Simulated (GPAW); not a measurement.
## Ge: relaxation of cell and atoms with PBEsol+D4

Crystal: Ge.

```
Ge
1.0
     0.00000    2.82891    2.82891
     2.82891    0.00000    2.82891
     2.82891    2.82891    0.00000
Ge
2
Cartesian
  4.2434 4.2434 4.2434
  2.8289 2.8289 2.8289
```

```
Program             : GPAW 26.7.0
Task                : relaxation of cell and atoms
Functional          : PBEsol
Dispersion          : D4
Potentials or basis : PAW data sets generated in the run's folder for this functional
Cutoff              : 600 eV
Basis               : pw
k mesh              : 8 × 8 × 8
Occupations         : fermi-dirac, width 0.05 eV
Spin                : no spin polarisation
Maxiter             : 150
Optimizer           : BFGS
Fmax                : 0.02 eV/Å
Max steps           : 60
Convergence         : density=1e-05 forces=0.0001
```

```json
{"Relaxed volume": "22.55 Å³/atom", "Relaxed cell": "a = 3.995 Å, b = 3.995 Å, c = 3.995 Å, α = 60.00°, β = 60.00°, γ = 60.00°", "Space group after relaxing (to 0.05 Å)": "Fd-3m (No. 227)", "Energy gained by relaxing": "0.1 meV/atom", "Ionic steps": "3", "Pressure after relaxing": "0.0 GPa", "Band gap on the k mesh": "0.08 eV, direct", "Dispersion energy per atom": "-0.187 eV"}
```

Step by step:
```tsv
step	energy change (eV)	largest force (eV/Å)	pressure (GPa)	volume (Å³)
1	0.0000	0.0000	-0.27	45.28
2	-0.0001	0.0000	-0.22	45.24
3	-0.0002	0.0000	0.00	45.10
```

Final structure:
```
Ge
1.0
     0.00000    2.82513    2.82513
     2.82513    0.00000    2.82513
     2.82513    2.82513    0.00000
Ge
2
Direct
  0.75000 0.75000 0.75000
  0.50000 0.50000 0.50000
```

Levels at points of the mesh, in eV from the valence-band top:
```csv
k point,band 1,band 2,band 3,band 4,band 5,band 6,band 7
"(0.00, 0.00, 0.00)",-12.81,0.00,0.00,0.00,0.08,2.54,2.54
"(0.50, 0.50, 0.00)",-8.92,-8.92,-3.10,-3.10,0.65,0.65,9.54
"(0.50, 0.50, 0.50)",-10.72,-7.64,-1.41,-1.41,0.15,3.71,3.71
```

Wall time 46 s on 1 thread of Intel(R) Xeon(R) Processor @ 2.50GHz (Skylake/Cascade Lake) (shared host), peak memory 0.17 GiB.

The cell as given is a measured one (22.64 Å³/atom); PBEsol+D4 puts the equilibrium volume -0.4 % from it, thermal expansion not counted.

Caveat: later steps reuse the first step's grids.
